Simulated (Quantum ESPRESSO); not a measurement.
## TaN in Quantum ESPRESSO: the effect of functional

The system is TaN.

```
Ta N
1.0
     0.00000    2.21132    2.21132
     2.21132    0.00000    2.21132
     2.21132    2.21132    0.00000
Ta N
1 1
Direct
  0.50000 0.50000 0.50000
  0.00000 0.00000 0.00000
```

The cell comes from a database or a generator and needn't be the stable form of this composition.

Alike in all runs:

| Quantity | Value |
| --- | --- |
| Program | Quantum ESPRESSO 7.5 |
| Task | band structure |
| Potentials or basis | SG15 PBE 1.2 |
| Cutoff | 1197 eV |
| Density cutoff | 4789 eV |
| k mesh | 10 × 10 × 10 |
| Occupations | fermi-dirac, width 0.05 eV |
| Spin | no spin polarisation |

Task: One run gave: pressure -22.1 GPa. Which functional did it use?
A. LDA
B. PBE
C. revPBE
D. PW91
E. AM05

Result: A.

| functional | pressure (GPa) |
| --- | --- |
| LDA | -22.1 |
| PBEsol | -11.5 |
| PBE | -1.5 |
| RPBE | 6.5 |
| AM05 | -12.6 |
| PW91 | -2.1 |
| revPBE | 4.4 |

Caveats: the potentials were made for another functional, which shifts forces and pressure (some runs).
